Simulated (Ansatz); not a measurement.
TaSi₂ — 181Ta nuclear quadrupole resonance

Cell: a structure deposited in the COD whose atoms were relaxed with PBE, the cell held.

Space group P6_422 (No. 181); a = 4.7839, c = 6.5700 Å, γ = 120.00°.

| site | Wyckoff | site symmetry | x | y | z |
| --- | --- | --- | --- | --- | --- |
| Ta | 3c | 222 | 0.5000 | 0.0000 | 0.0000 |
| Si | 6i | ..2 | 0.1590 | 0.3179 | 0.0000 |

One atom of each set is listed.

The numbers come from a DFT calculation in Ansatz (PBEsol, plane waves and PAW, scalar-relativistic, 420 eV cutoff, Γ-centred 11×11×7 k-points, Fermi–Dirac smearing 0.05 eV).

181Ta: I = 7/2, Q = 3170 mb (year-2017 value). Static lattice, zero field.

(1) At which frequencies do the 181Ta NQR lines lie?

Answers

(1) For I = 7/2 and η = 0 the lines are |C_Q|/14 times 1, 2 and 3; η shifts the lowest up most.

```json
{"site": "Ta", "atoms": "3", "V_zz (10²¹ V/m²)": "6.42", "C_Q (MHz)": "492", "η": "0.82", "line frequencies (MHz)": "64.3, 81.7, 97.8"}
```

The run finds no gap above 0.1 eV (a metal, or nearly one), so the gradients can move by 10 % or more with the k-mesh. Without spin–orbit coupling the gradients at and beside Ta can be off by some per cent, at some sites by more.
